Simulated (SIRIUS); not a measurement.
Write the native input for SIRIUS 7.12.0 that does the following.

```yaml
Task: single point
Functional: revPBE
Potentials_or_basis: PseudoDojo 0.4.1 PBE standard (scalar relativistic)
Cutoff: 1030 eV
Density_cutoff: 4119 eV
k_mesh: 12 × 12 × 12
Occupations: fermi-dirac, width 0.05 eV
Spin: no spin polarisation
Libxc_names: "[\"XC_GGA_X_PBE_R\", \"XC_GGA_C_PBE\"]"
Energy_tol: 1e-08 Ha
Density_tol: 1e-06
Mixer: anderson
Mixing_beta: 0.7
Max_scf: 100
Radial_cutoff_for_the_potentials'_integrals: 6.5 bohr
```

The system is W.

```
CELL_PARAMETERS angstrom
-1.58234 1.58234 1.58234
1.58234 -1.58234 1.58234
1.58234 1.58234 -1.58234
ATOMIC_POSITIONS crystal
W 0.00000 0.00000 0.00000
```

These files were run (other wordings do the same):

sirius.json

```json
{
  "control": {
    "processing_unit": "cpu",
    "verbosity": 2,
    "num_bands_to_print": 14,
    "print_forces": true,
    "print_stress": true
  },
  "parameters": {
    "electronic_structure_method": "pseudopotential",
    "xc_functionals": ["XC_GGA_X_PBE_R", "XC_GGA_C_PBE"],
    "gk_cutoff": 8.7,
    "pw_cutoff": 17.4,
    "ngridk": [12, 12, 12],
    "shiftk": [0, 0, 0],
    "smearing": "fermi_dirac",
    "smearing_width": 0.0018374661,
    "num_bands": 14,
    "num_mag_dims": 0,
    "num_dft_iter": 100,
    "energy_tol": 1e-08,
    "density_tol": 1e-06
  },
  "iterative_solver": {
    "type": "davidson",
    "min_tolerance": 1e-10
  },
  "mixer": {
    "type": "anderson",
    "beta": 0.7,
    "max_history": 8
  },
  "settings": {
    "tol_ne": 1e-10,
    "pseudo_grid_cutoff": 6.5
  },
  "unit_cell": {
    "lattice_vectors": [
      [-0.57735026919, 0.57735026919, 0.57735026919],
      [0.57735026919, -0.57735026919, 0.57735026919],
      [0.57735026919, 0.57735026919, -0.57735026919]
    ],
    "lattice_vectors_scale": 5.1791760466,
    "atom_coordinate_units": "lattice",
    "atom_types": ["W"],
    "atom_files": {
      "W": "W.json"
    },
    "atoms": {
      "W": [
        [0.0, 0.0, 0.0]
      ]
    }
  }
}
```

Potentials or basis: PseudoDojo 0.4.1 PBE standard (scalar relativistic).

Launch:

```sh
$ upf_to_json W.upf
$ OMP_NUM_THREADS=1 sirius.scf --input=sirius.json --output=out.json --task=0
```

Results of the run:

```yaml
Pressure: 8.6 GPa
Band_gap_on_the_k_mesh: none (metal or under the smearing width)
```

Caveat: the potentials were made for another functional, which shifts forces and pressure.

It took 21 s on 1 thread of Intel(R) Xeon(R) Platinum 8375C CPU @ 2.90GHz (Ice Lake) (shared host), peak memory 0.22 GiB.
